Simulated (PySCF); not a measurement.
Compound: C3H4N2.
SMILES: `c1cn[nH]c1`

The closed-shell ground state was solved at several levels (PySCF, density fitting, gas phase, non-relativistic). Geometry: PBE0-D3(BJ)/def2-SVP; no solvent, vibrations or thermal averaging.

| level | basis functions | HOMO (eV) | LUMO (eV) | gap (eV) | dipole (D) |
| --- | --- | --- | --- | --- | --- |
| B3LYP/pcJ-0 | 77 | -7.02 | 0.41 | 7.43 | 2.39 |
| LDA/def2-SVPD | 132 | -6.41 | -0.83 | 5.58 | 2.29 |
| KT2/pcJ-1 | 175 | -6.09 | -0.39 | 5.70 | 2.20 |
| B3LYP/cc-pVTZ | 206 | -6.94 | 0.31 | 7.25 | 2.25 |
| B3LYP/def2-TZVP | 179 | -6.99 | 0.22 | 7.21 | 2.29 |
| B3LYP/6-31G-J | 76 | -6.83 | 0.59 | 7.42 | 2.46 |
| wB97X-D/def2-SVPD | 132 | -9.13 | 2.19 | 11.32 | 2.34 |

Problem. What might PBE0/def2-TZVPD (221 basis functions) give for the same quantities?

Solution. HOMO -7.26 eV, LUMO 0.32 eV, gap 7.58 eV, dipole 2.27 D.

Problem. Over all these levels, which gives the widest orbital gap and which the narrowest?

Solution. wB97X-D/def2-SVPD (range-separated hybrid) has the widest, 11.32 eV, and LDA/def2-SVPD (LDA) the narrowest, 5.58 eV. The two share the basis. From the narrowest to the widest the HOMO moves by -2.72 eV and the LUMO by +3.02 eV.

Problem. How much does the basis alone move the frontier levels among the 4 B3LYP rows?

Solution. The HOMO by 0.19 eV and the LUMO by 0.37 eV. By rising basis size (HOMO, LUMO in eV): 6-31G-J -6.83, 0.59; pcJ-0 -7.02, 0.41; def2-TZVP -6.99, 0.22; cc-pVTZ -6.94, 0.31.

Problem. How far do the dipole and the HOMO energy spread over the levels?

Solution. The dipole runs from 2.20 to 2.46 D (mean 2.31 D) and the HOMO from -9.13 to -6.09 eV.
